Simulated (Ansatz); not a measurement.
# SiO₂ — 17O NMR of the central transition

Cell: a computed structure from the Materials Project (it need not be an observed phase), atoms as given.

Space group Im-3m (No. 229); a = 8.9392 Å.

```
site  Wyckoff  site symmetry       x       y       z
  Si      12d          -4m.2  0.2500  0.5000  0.0000
   O      24h           m.m2  0.1475  0.5000  0.8525
```

One atom of each set is listed; the run and its k-mesh use a cell of 18 atoms with edges of 7.74, 7.74, 7.74 Å.

The numbers come from a DFT calculation in Ansatz (PBE, plane waves and PAW, scalar-relativistic, 420 eV cutoff, Γ-centred 4×4×4 k-points, Fermi–Dirac smearing 0.02 eV).

17O has I = 5/2 and Q = -25.58 mb (Pyykkö 2018); at 23.5 T its Larmor frequency is ν₀ = 135.7 MHz. Only the quadrupole interaction is simulated: positions count from each site's isotropic chemical shift, and J coupling is left out, as are shift anisotropy and dipolar coupling, which fast spinning averages.

Task: Give C_Q, η, the quadrupolar product P_Q = |C_Q|(1 + η²/3)^½, the second-order isotropic shift and the breadth of the pattern (fast magic-angle spinning) for each O site.

Result: 

| site | first shell | C_Q (MHz) | η | P_Q (MHz) | δ_QIS (ppm) | breadth (kHz) |
| --- | --- | --- | --- | --- | --- | --- |
| O | 2 Si at 1.61 Å, angle 160° | -6.13 | 0.06 | 6.13 | -12.2 | 3.63 |

δ_QIS = −(ν_Q²/30ν₀²)[I(I+1) − 3/4](1 + η²/3) × 10⁶ ppm with ν_Q = 3|C_Q|/[2I(2I−1)]; it falls as 1/B₀² in ppm, and the breadth as 1/B₀ in kHz.

At O V_zz points along the line of its two bonds (within 1°).
